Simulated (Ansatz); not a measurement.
Rows from a G0W0 calculation on Tl on the Cd site (charge -1) in CdTe (32-atom cell) (Ansatz 0.2.0; G0W0 on LDA, plane waves, PAW; 2×2×2 mesh, 1253 empty bands, screening to 98 eV), in eV. Spin-orbit coupling is left out.

| row | k | band | start | Σx | Σc at the solution | Vxc |
| --- | --- | --- | --- | --- | --- | --- |
| A | (0.000, 0.000, -0.500) | v1 | 8.596 | -15.821 | 0.749 | -15.139 |
| B | Γ | c2 | 9.910 | -6.432 | -3.427 | -10.278 |
| C | Γ | c1 | 8.858 | -11.420 | -2.313 | -14.194 |
| D | (0.000, 0.000, -0.500) | c2 | 9.925 | -9.787 | -3.535 | -14.072 |
| E | (0.000, 0.000, -0.500) | c1 | 9.804 | -9.934 | -3.491 | -14.184 |
| F | Γ | v1 | 7.947 | -13.788 | -0.516 | -14.541 |

Question: Work out each quasiparticle level and how far it moved.

The quasiparticle equation reads E = start + Σx + Σc(E) − Vxc.

| row | E (eV) | shift (eV) |
| --- | --- | --- |
| A | 8.663 | +0.067 |
| B | 10.329 | +0.419 |
| C | 9.319 | +0.461 |
| D | 10.676 | +0.751 |
| E | 10.563 | +0.759 |
| F | 8.184 | +0.237 |

The gap over the computed points goes from 0.26 eV to 0.66 eV.

Limits: not at the basis limit; model gap, bands may invert with spin-orbit coupling; charged cell, levels uncorrected; no spin-orbit coupling; coarse k mesh.

[Runs of the session that timed out or met a known fault of the program may be left out.]

[Cells called generated may have been cut or substituted from an entry of the Crystallography Open Database or the Materials Project.]

[Hosts, paths, dates, database ids (printed as entryN), source tags and the programs' standing remarks are cut or masked in the printed files.]
